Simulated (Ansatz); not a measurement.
Ga: what symmetry allows forces and stress to be

```
Ga
1.0
     1.40805   -4.37447   -0.01261
     1.40805    4.37447   -0.01261
    -0.14995    0.00000    3.24689
Ga
2
Direct
  0.85037 0.14963 0.25000
  0.14963 0.85037 0.75000
```

Level of theory: DFT PBE, scalar-relativistic, plane waves, PAW (Ansatz 0.2.0).

Plane waves to 420 eV, a k mesh through Γ of 16×16×12 on the computed 2-atom cell and Gaussian smearing (0.10 eV); no spin polarisation.

This distorted cell has space group C2/c, with 4 operations.

Task: Without a calculation: in which directions can each atom feel a force?

Result: A force must be left unchanged by every operation that keeps its atom in place, so it lies in the space that those operations leave fixed. Atoms that the group maps onto each other feel forces of one size.
| atom | site symmetry | operations at the site | equivalent to atom | allowed force (Cartesian) |
| --- | --- | --- | --- | --- |
| Ga1 | 2 | 2 | 1 | along (0.00, 1.00, 0.00) |
| Ga2 | 2 | 2 | 1 | along (0.00, 1.00, 0.00) |

That leaves 1 independent force component of 6. A relaxation in this cell that keeps the symmetry moves the atoms in these directions alone.

Task: And the stress tensor?

Result: It must be invariant under the point group, which leaves 4 independent components: yz, xy vanish.

Task: Do the computed values obey this?

Result: Yes. Forces (eV/Å):
```
Ga1  0.000 -0.871  0.000
Ga2  0.000  0.871  0.000
```

Stress (GPa, compression positive, xx yy zz yz xz xy): 1.76 -1.30 0.23 0.00 0.22 0.00. The program imposes the same operations on density, forces and stress, so this confirms the analysis and is no independent test of the calculation.

This form isn't the element's structure at ambient conditions.